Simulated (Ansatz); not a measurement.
# PtSe2 (2H monolayer type, one sheet): Wannier runs under varied settings

Which of these Wannier inputs for PtSe2 (2H monolayer type, one sheet) end well? Each is run as it stands.

Program: Ansatz 0.2.0. Level of theory: plane waves, PAW; the settings change from run to run, as each input shows. These are calculated values, not measurements.

2 further runs of the same task are left out: 2 that didn't finish.

**1. The starting structure**

Symmetry: P-6m2, No. 187, hexagonal system. The conventional cell has a = 3.601 Å, b = 3.601 Å, c = 30.529 Å, α = 90.00°, β = 90.00°, γ = 120.00°. Around Pt (site symmetry -6m2) lie 6 Se at 2.55 Å. Se (site symmetry 3m) is surrounded by 3 Pt at 2.55 Å.

Structure file:

```
CELL_PARAMETERS angstrom
3.60145 0.00000 0.00000
-1.80073 3.11895 0.00000
0.00000 0.00000 30.52873
ATOMIC_POSITIONS crystal
Pt 0.33333 0.66667 0.29480
Se 0.66667 0.33333 0.34304
Se 0.66667 0.33333 0.24656
```

The cell was relaxed beforehand with r2SCAN; those runs aren't shown. The cell holds one sheet and vacuum, and is periodic in the plane alone; ε, where given, is a mean over the whole height of the cell, so ε₂ and ε₁ − 1 scale inversely with that height and aren't the sheet's own values. No run includes spin-orbit coupling, which matters for Pt.

**2. Run 1**

File input.yaml:

```yaml
crystal:
  lattice:
    - [3.6014521814, 0.0, 0.0]
    - [-1.8007260907, 3.1189490796, 0.0]
    - [0.0, 0.0, 30.5287335184]
  atoms:
    - { symbol: Pt, position: [0.3333333333, 0.6666666667, 0.2948042373] }
    - { symbol: Se, position: [0.6666666667, 0.3333333333, 0.3430445846] }
    - { symbol: Se, position: [0.6666666667, 0.3333333333, 0.24656389] }
  periodic: [true, true, false]
kpoints:
  mp_grid: { grid: [6, 6, 1] }
  band_path:
    path:
      - [0, 0, 0]
      - [0.5, 0, 0]
      - [0.3333333333333, 0.3333333333333, 0]
      - [0, 0, 0]
    npoints: 10
hamiltonian:
  xc: pbe
scf:
  occupations: { method: fermi_dirac, width: 0.02 }
  n_extra_bands: 6
output:
  forces: false
  stress: false
  eigenvalues: true
  wannier:
    kmesh: [6, 6, 1]
    projections: [{ species: Se, l: s, shell: 4 }, { species: Se, l: p, shell: 4 }]
    minimise: true
    write_hr: true
    conv_tol: 1.0e-08
    max_iter: 3000
```

Started as:

```
$ ansatz run input.yaml --threads 4 --pin off --max-ram 5529MiB --backend cpu --events-out ev --progress --plain --runs-dir out
```

Log, shortened:

```text
Warning: RAYON_NUM_THREADS=4 ignored (pool sized by the plan → 4); use --threads N
scf.n_extra_bands = 6 over 25 filled bands (N_el = 50.0): the run solves 31 bands
[...]
Pseudopotentials: kind: paw
Pseudopotential: Pt, paw, valence charge 18, recommended cutoff 420 eV (normal), Pt.paw.azcp
Pseudopotential: Se, paw, valence charge 16, recommended cutoff 420 eV (normal), Se.paw.azcp
Functional definition: PBE
[...]
Crystal: 3 atoms, lattice volume = 342.922 Å³
Basis set: ecut = 420 eV, 6595 PW (Γ)
Bands: 31, of which v1, the nominal top of the filled ones, is band 25 counted from 1 (24 counted from 0)
Symmetry: 12 space group operations
Space group: P-6m2 (ITA 187), of the structure as read, at distance tolerance 7.0e-5 Å
k-points: 7 of 36 (time reversal used)
[...]
SCF iter   1: F=—  HF=-23460.994556 eV  |F-HF|=—  |Δ(HF+E_count)|=         —  Δρ=2.64e-3  dr2=2.75e-2  ethr=1.77e-3  ⟨swp⟩=15.7  Hψ=1395  notcnv=0
[...]
SCF iter   9: F=-23460.987649 eV  HF=-23460.987649 eV  |F-HF|=2.49e-8  |Δ(HF+E_count)|=   3.01e-7  Δρ=2.20e-6  dr2=2.84e-8  ethr=2.00e-10  ⟨swp⟩=14.6  Hψ=970  notcnv=0
[...]
NSCF: frozen V_eff on 31 k-points
NSCF: frozen V_eff on 10 k-points
WARN: eigensolver did not converge (k=0): 4 band(s) unlocked after 20 sweeps at ethr=2.39e-12 eV (storage-precision floor; scheduled 1.00e-12 eV) (lowest unlocked band 27, counted from 0; max residual 4.83e-2 eV among the unlocked bands, 4.83e-2 eV over every band; other slots of this [...]
WARN: eigensolver did not converge in 10 slots of this pass, the one above among them; of largest residual over every band (k=9): 2 band(s) unlocked (lowest unlocked band 29, counted from 0; max residual 7.51e-1 eV among the unlocked bands, 7.51e-1 eV over every band); of lowest unlocked [...]
the Wannier pass solved 10 of the 36 points of its mesh, and has the states at the others by symmetry: states obtained by the crystal's operations at points that were solved too leave a residual of 6.57e-13 eV (read by the count's bands and the next), within 8.33e-6 eV
NSCF: frozen V_eff on 10 k-points
the Wannier pass solved 10 of the 36 points of its mesh, and has the states at the others by symmetry: states obtained by the crystal's operations at points that were solved too leave a residual of 8.72e-13 eV (read by the count's bands and the next), within 8.33e-6 eV
SCF converged after 9 iterations
Free energy (F): -23460.987649 eV
[...]
E sigma→0 (E₀):  -23460.982697 eV
Entropy (-TS):   -0.009904 eV (-3.301 meV/atom)
Fermi energy:    -4.827719 eV
[...]
--- Band table (eV; the first three rows and the last of 7) ---
[...]
  ° read free of the cell's end (the report's vacuum.weakly_bound_levels)
Wannier search: line search 1 of at most 3000: gauge-dependent spread (as the search counts it) 4.1955910 Å², largest recent change 3.2e-1 Å² and fall left 2.7e-3 Å² against conv_tol 1.0e-8 Å², 0 stops escaped
```

Run time: 9.3 s. Hardware: 4 threads of AMD EPYC 7R43 (Zen 3), shared host; peak memory 0.69 GiB.

The run ended, but the log doubts its result. The cause: the eigensolver left some bands unconverged. The analysis is set aside.

**3. Run 2**

Changes to input.yaml since step 2:

```diff
@@ -29,3 +29,3 @@
   wannier:
-    kmesh: [6, 6, 1]
+    kmesh: [12, 12, 1]
     projections: [{ species: Se, l: s, shell: 4 }, { species: Se, l: p, shell: 4 }]
```

Started as:

```
$ ansatz run input.yaml --threads 4 --pin off --max-ram 5529MiB --backend cpu --events-out ev --progress --plain --runs-dir out
```

Log, shortened:

```text
Warning: RAYON_NUM_THREADS=4 ignored (pool sized by the plan → 4); use --threads N
scf.n_extra_bands = 6 over 25 filled bands (N_el = 50.0): the run solves 31 bands
[...]
Pseudopotentials: kind: paw
Pseudopotential: Pt, paw, valence charge 18, recommended cutoff 420 eV (normal), Pt.paw.azcp
Pseudopotential: Se, paw, valence charge 16, recommended cutoff 420 eV (normal), Se.paw.azcp
Functional definition: PBE
[...]
Crystal: 3 atoms, lattice volume = 342.922 Å³
Basis set: ecut = 420 eV, 6595 PW (Γ)
Bands: 31, of which v1, the nominal top of the filled ones, is band 25 counted from 1 (24 counted from 0)
Symmetry: 12 space group operations
Space group: P-6m2 (ITA 187), of the structure as read, at distance tolerance 7.0e-5 Å
k-points: 7 of 36 (time reversal used)
[...]
SCF iter   1: F=—  HF=-23460.994556 eV  |F-HF|=—  |Δ(HF+E_count)|=         —  Δρ=2.64e-3  dr2=2.75e-2  ethr=1.77e-3  ⟨swp⟩=15.7  Hψ=1395  notcnv=0
[...]
SCF iter   9: F=-23460.987649 eV  HF=-23460.987649 eV  |F-HF|=2.49e-8  |Δ(HF+E_count)|=   3.01e-7  Δρ=2.20e-6  dr2=2.84e-8  ethr=2.00e-10  ⟨swp⟩=14.6  Hψ=970  notcnv=0
[...]
NSCF: frozen V_eff on 31 k-points
NSCF: frozen V_eff on 22 k-points
[...]
WARN: eigensolver did not converge (k=0): 4 band(s) unlocked after 20 sweeps at ethr=2.39e-12 eV (storage-precision floor; scheduled 1.00e-12 eV) (lowest unlocked band 27, counted from 0; max residual 4.83e-2 eV among the unlocked bands, 4.83e-2 eV over every band; other slots of this [...]
WARN: eigensolver did not converge in 22 slots of this pass, the one above among them; of largest residual over every band (k=20): 2 band(s) unlocked (lowest unlocked band 29, counted from 0; max residual 8.11e-1 eV among the unlocked bands, 8.11e-1 eV over every band); of lowest unlocked [...]
the Wannier pass solved 22 of the 144 points of its mesh, and has the states at the others by symmetry: states obtained by the crystal's operations at points that were solved too leave a residual of 6.39e-13 eV (read by the count's bands and the next), within 8.33e-6 eV
NSCF: frozen V_eff on 22 k-points
the Wannier pass solved 22 of the 144 points of its mesh, and has the states at the others by symmetry: states obtained by the crystal's operations at points that were solved too leave a residual of 1.25e-12 eV (read by the count's bands and the next), within 8.33e-6 eV
SCF converged after 9 iterations
Free energy (F): -23460.987649 eV
[...]
E sigma→0 (E₀):  -23460.982697 eV
Entropy (-TS):   -0.009904 eV (-3.301 meV/atom)
Fermi energy:    -4.827719 eV
[...]
--- Band table (eV; the first three rows and the last of 7) ---
[...]
  ° read free of the cell's end (the report's vacuum.weakly_bound_levels)
Wannier search: line search 1 of at most 3000: gauge-dependent spread (as the search counts it) 4.2843513 Å², largest recent change 4.1e-1 Å² and fall left 1.7e-3 Å² against conv_tol 1.0e-8 Å², 0 stops escaped
```

Run time: 16 s. Hardware: 4 threads of AMD EPYC 7R43 (Zen 3), shared host; peak memory 1 GiB.

The run ended, but the log doubts its result. The cause: the eigensolver left some bands unconverged. The analysis is set aside.

**4. Run 3**

Changes to input.yaml since step 3:

```diff
@@ -29,4 +29,4 @@
   wannier:
-    kmesh: [12, 12, 1]
-    projections: [{ species: Se, l: s, shell: 4 }, { species: Se, l: p, shell: 4 }]
+    kmesh: [6, 6, 1]
+    projections: [{ species: Se, l: p, shell: 4 }]
     minimise: true
```

Started as:

```
$ ansatz run input.yaml --threads 4 --pin off --max-ram 5529MiB --backend cpu --events-out ev --progress --plain --runs-dir out
```

Log, shortened:

```text
Warning: RAYON_NUM_THREADS=4 ignored (pool sized by the plan → 4); use --threads N
scf.n_extra_bands = 6 over 25 filled bands (N_el = 50.0): the run solves 31 bands
[...]
Pseudopotentials: kind: paw
Pseudopotential: Pt, paw, valence charge 18, recommended cutoff 420 eV (normal), Pt.paw.azcp
Pseudopotential: Se, paw, valence charge 16, recommended cutoff 420 eV (normal), Se.paw.azcp
Functional definition: PBE
[...]
Crystal: 3 atoms, lattice volume = 342.922 Å³
Basis set: ecut = 420 eV, 6595 PW (Γ)
Bands: 31, of which v1, the nominal top of the filled ones, is band 25 counted from 1 (24 counted from 0)
Symmetry: 12 space group operations
Space group: P-6m2 (ITA 187), of the structure as read, at distance tolerance 7.0e-5 Å
k-points: 7 of 36 (time reversal used)
[...]
SCF iter   1: F=—  HF=-23460.994556 eV  |F-HF|=—  |Δ(HF+E_count)|=         —  Δρ=2.64e-3  dr2=2.75e-2  ethr=1.77e-3  ⟨swp⟩=15.7  Hψ=1395  notcnv=0
[...]
SCF iter   9: F=-23460.987649 eV  HF=-23460.987649 eV  |F-HF|=2.49e-8  |Δ(HF+E_count)|=   3.01e-7  Δρ=2.20e-6  dr2=2.84e-8  ethr=2.00e-10  ⟨swp⟩=14.6  Hψ=970  notcnv=0
[...]
NSCF: frozen V_eff on 31 k-points
NSCF: frozen V_eff on 10 k-points
[...]
WARN: eigensolver did not converge (k=0): 4 band(s) unlocked after 20 sweeps at ethr=2.39e-12 eV (storage-precision floor; scheduled 1.00e-12 eV) (lowest unlocked band 27, counted from 0; max residual 4.83e-2 eV among the unlocked bands, 4.83e-2 eV over every band; other slots of this [...]
WARN: eigensolver did not converge in 10 slots of this pass, the one above among them; of largest residual over every band (k=9): 2 band(s) unlocked (lowest unlocked band 29, counted from 0; max residual 7.51e-1 eV among the unlocked bands, 7.51e-1 eV over every band); of lowest unlocked [...]
the Wannier pass solved 10 of the 36 points of its mesh, and has the states at the others by symmetry: states obtained by the crystal's operations at points that were solved too leave a residual of 6.57e-13 eV (read by the count's bands and the next), within 8.33e-6 eV
NSCF: frozen V_eff on 10 k-points
the Wannier pass solved 10 of the 36 points of its mesh, and has the states at the others by symmetry: states obtained by the crystal's operations at points that were solved too leave a residual of 8.67e-13 eV (read by the count's bands and the next), within 8.33e-6 eV
SCF converged after 9 iterations
Free energy (F): -23460.987649 eV
[...]
E sigma→0 (E₀):  -23460.982697 eV
Entropy (-TS):   -0.009904 eV (-3.301 meV/atom)
Fermi energy:    -4.827719 eV
[...]
--- Band table (eV; the first three rows and the last of 7) ---
[...]
  ° read free of the cell's end (the report's vacuum.weakly_bound_levels)
Wannier search: line search 1 of at most 3000: gauge-dependent spread (as the search counts it) 0.4113397 Å², largest recent change 7.0e-2 Å² and fall left 6.9e-5 Å² against conv_tol 1.0e-8 Å², 0 stops escaped
WARN: <dir> 8 periodic images of 8 elements of H(R) lie 4.88e-4 to 1.95e-3 Å beyond their element's nearest image, near the 9.77e-4 Å window within which an element is shared among its images; whether they share it moves the interpolated H(k) by 8.9e-2 eV (Frobenius norm, root mean square [...]
```

Wall time 9.2 s (4 threads of AMD EPYC 7R43 (Zen 3), shared host); peak memory 0.68 GiB.

The run ended, but the log doubts its result. The cause: the eigensolver left some bands unconverged. The analysis is set aside.

**5. Run 4**

Changes to input.yaml since step 4:

```diff
@@ -30,3 +30,3 @@
     kmesh: [6, 6, 1]
-    projections: [{ species: Se, l: p, shell: 4 }]
+    projections: [{ species: Pt, l: d, shell: 5 }, { species: Se, l: p, shell: 4 }]
     minimise: true
@@ -35 +35,5 @@
     max_iter: 3000
+  write_density: true
+  write_potential: true
+  elf: true
+  volumetric_format: npy
```

Started as:

```
$ ansatz run input.yaml --threads 4 --pin off --max-ram 5529MiB --backend cpu --events-out ev --progress --plain --runs-dir out
```

Log, shortened:

```text
Warning: RAYON_NUM_THREADS=4 ignored (pool sized by the plan → 4); use --threads N
scf.n_extra_bands = 6 over 25 filled bands (N_el = 50.0): the run solves 31 bands
[...]
Pseudopotentials: kind: paw
Pseudopotential: Pt, paw, valence charge 18, recommended cutoff 420 eV (normal), Pt.paw.azcp
Pseudopotential: Se, paw, valence charge 16, recommended cutoff 420 eV (normal), Se.paw.azcp
Functional definition: PBE
[...]
Crystal: 3 atoms, lattice volume = 342.922 Å³
Basis set: ecut = 420 eV, 6595 PW (Γ)
Bands: 31, of which v1, the nominal top of the filled ones, is band 25 counted from 1 (24 counted from 0)
Symmetry: 12 space group operations
Space group: P-6m2 (ITA 187), of the structure as read, at distance tolerance 7.0e-5 Å
k-points: 7 of 36 (time reversal used)
[...]
SCF iter   1: F=—  HF=-23460.994556 eV  |F-HF|=—  |Δ(HF+E_count)|=         —  Δρ=2.64e-3  dr2=2.75e-2  ethr=1.77e-3  ⟨swp⟩=15.7  Hψ=1395  notcnv=0
[...]
SCF iter   9: F=-23460.987649 eV  HF=-23460.987649 eV  |F-HF|=2.49e-8  |Δ(HF+E_count)|=   3.01e-7  Δρ=2.20e-6  dr2=2.84e-8  ethr=2.00e-10  ⟨swp⟩=14.6  Hψ=970  notcnv=0
[...]
NSCF: frozen V_eff on 31 k-points
NSCF: frozen V_eff on 10 k-points
[...]
WARN: eigensolver did not converge (k=0): 4 band(s) unlocked after 20 sweeps at ethr=2.39e-12 eV (storage-precision floor; scheduled 1.00e-12 eV) (lowest unlocked band 27, counted from 0; max residual 4.83e-2 eV among the unlocked bands, 4.83e-2 eV over every band; other slots of this [...]
WARN: eigensolver did not converge in 10 slots of this pass, the one above among them; of largest residual over every band (k=9): 2 band(s) unlocked (lowest unlocked band 29, counted from 0; max residual 7.51e-1 eV among the unlocked bands, 7.51e-1 eV over every band); of lowest unlocked [...]
the Wannier pass solved 10 of the 36 points of its mesh, and has the states at the others by symmetry: states obtained by the crystal's operations at points that were solved too leave a residual of 6.57e-13 eV (read by the count's bands and the next), within 8.33e-6 eV
NSCF: frozen V_eff on 10 k-points
the Wannier pass solved 10 of the 36 points of its mesh, and has the states at the others by symmetry: states obtained by the crystal's operations at points that were solved too leave a residual of 8.85e-13 eV (read by the count's bands and the next), within 8.33e-6 eV
WARN: The output density's exchange-correlation potential varies sharply where the density is thin. Do not read a vacuum level from v_tot or v_xc, or from such a field of the output density. On a cell that repeats whose density bears no net charge and no dipole along the vacuum's axis use [...]
SCF converged after 9 iterations
Free energy (F): -23460.987649 eV
[...]
E sigma→0 (E₀):  -23460.982697 eV
Entropy (-TS):   -0.009904 eV (-3.301 meV/atom)
Fermi energy:    -4.827719 eV
[...]
--- Band table (eV; the first three rows and the last of 7) ---
[...]
  ° read free of the cell's end (the report's vacuum.weakly_bound_levels)
Wannier search: line search 1 of at most 3000: gauge-dependent spread (as the search counts it) 0.8502418 Å², largest recent change 2.2e-1 Å² and fall left 7.2e-5 Å² against conv_tol 1.0e-8 Å², 0 stops escaped
```

Run time: 11 s. Hardware: 4 threads of AMD EPYC 7R43 (Zen 3), shared host; peak memory 0.71 GiB.

The run ended, but the log doubts its result. The cause: the eigensolver left some bands unconverged. The analysis is set aside.

**6. Run 5**

Changes to input.yaml since step 5:

```diff
@@ -23,3 +23,3 @@
   occupations: { method: fermi_dirac, width: 0.02 }
-  n_extra_bands: 6
+  n_extra_bands: 11
 output:
@@ -35,2 +35,3 @@
     max_iter: 3000
+    disentanglement: { window: [-14.11, 4.89], frozen_window: [-10.11, -3.11] }
   write_density: true
```

Started as:

```
$ ansatz run input.yaml --threads 4 --pin off --max-ram 5529MiB --backend cpu --events-out ev --progress --plain --runs-dir out
```

Log, shortened:

```text
Warning: RAYON_NUM_THREADS=4 ignored (pool sized by the plan → 4); use --threads N
scf.n_extra_bands = 11 over 25 filled bands (N_el = 50.0): the run solves 36 bands
[...]
Pseudopotentials: kind: paw
Pseudopotential: Pt, paw, valence charge 18, recommended cutoff 420 eV (normal), Pt.paw.azcp
Pseudopotential: Se, paw, valence charge 16, recommended cutoff 420 eV (normal), Se.paw.azcp
Functional definition: PBE
[...]
Crystal: 3 atoms, lattice volume = 342.922 Å³
Basis set: ecut = 420 eV, 6595 PW (Γ)
Bands: 36, of which v1, the nominal top of the filled ones, is band 25 counted from 1 (24 counted from 0)
Symmetry: 12 space group operations
Space group: P-6m2 (ITA 187), of the structure as read, at distance tolerance 7.0e-5 Å
k-points: 7 of 36 (time reversal used)
[...]
SCF iter   1: F=—  HF=-23460.994559 eV  |F-HF|=—  |Δ(HF+E_count)|=         —  Δρ=2.60e-3  dr2=2.62e-2  ethr=1.77e-3  ⟨swp⟩=12.1  Hψ=1684  notcnv=0  defer=5
[...]
SCF iter   9: F=-23460.987649 eV  HF=-23460.987649 eV  |F-HF|=8.88e-9  |Δ(HF+E_count)|=   2.69e-7  Δρ=2.66e-6  dr2=4.84e-8  ethr=2.00e-10  ⟨swp⟩=21.9  Hψ=1379  notcnv=0
[...]
NSCF: frozen V_eff on 31 k-points
NSCF: frozen V_eff on 10 k-points
[...]
WARN: eigensolver did not converge (k=3): 1 band(s) unlocked after 2 eigensolves, warm-restarted (20 sweeps on the last) at ethr=3.08e-12 eV (storage-precision floor; scheduled 1.00e-12 eV) (lowest unlocked band 35, counted from 0; max residual 7.16e-5 eV among the unlocked bands, 7.16e-5 [...]
WARN: eigensolver did not converge in 4 slots of this pass, the one above among them; of largest residual over every band (k=9): 1 band(s) unlocked (lowest unlocked band 35, counted from 0; max residual 2.67e-2 eV among the unlocked bands, 2.67e-2 eV over every band); of lowest unlocked [...]
NSCF: frozen V_eff on 10 k-points
the Wannier pass solved 10 of the 36 points of its mesh, and has the states at the others by symmetry: states obtained by the crystal's operations at points that were solved too leave a residual of 1.34e-12 eV (read by the count's bands and the next), within 8.33e-6 eV
WARN: The output density's exchange-correlation potential varies sharply where the density is thin. Do not read a vacuum level from v_tot or v_xc, or from such a field of the output density. On a cell that repeats whose density bears no net charge and no dipole along the vacuum's axis use [...]
SCF converged after 9 iterations
Free energy (F): -23460.987649 eV
[...]
E sigma→0 (E₀):  -23460.982697 eV
Entropy (-TS):   -0.009904 eV (-3.301 meV/atom)
Fermi energy:    -4.827724 eV
[...]
--- Band table (eV; the first three rows and the last of 7) ---
[...]
  ° read free of the cell's end (the report's vacuum.weakly_bound_levels)
  °? not known for the slab's own: over its row's bound_up_to_ev there, or no deeper under its free states than its continued_xc_part_ev in size
Wannier search: line search 1 of at most 3000: gauge-dependent spread (as the search counts it) 0.7987715 Å², largest recent change 2.1e-1 Å² and fall left 6.6e-5 Å² against conv_tol 1.0e-8 Å², 0 stops escaped
WARN: <dir> 24 periodic images of 24 elements of H(R) lie 4.88e-4 to 1.95e-3 Å beyond their element's nearest image, near the 9.77e-4 Å window within which an element is shared among its images; whether they share it moves the interpolated H(k) by 1.5e-3 eV (Frobenius norm, root mean [...]
```

It took 13 s on 4 threads of AMD EPYC 7R43 (Zen 3), shared host; peak memory 0.75 GiB.

The run ended, but the log doubts its result. The cause: the eigensolver left some bands unconverged. The analysis is set aside.

**7. Summary**

| run | settings | ended | fault | time |
| --- | --- | --- | --- | --- |
| 1 | PBE, 8 functions, 6×6×1 | ended with warnings | the eigensolver left some bands unconverged | 9.3 s |
| 2 | PBE, 8 functions, 12×12×1 | ended with warnings | the eigensolver left some bands unconverged | 16 s |
| 3 | PBE, 6 functions, 6×6×1 | ended with warnings | the eigensolver left some bands unconverged | 9.2 s |
| 4 | PBE, 11 functions, 6×6×1 | ended with warnings | the eigensolver left some bands unconverged | 11 s |
| 5 | PBE, 11 functions, 6×6×1, window -14.11 to 4.89 eV, frozen -10.11 to -3.11 eV | ended with warnings | the eigensolver left some bands unconverged | 13 s |

**Reading.** 5 ended with warnings. No run passed without a fault or warning, so no result is quoted.
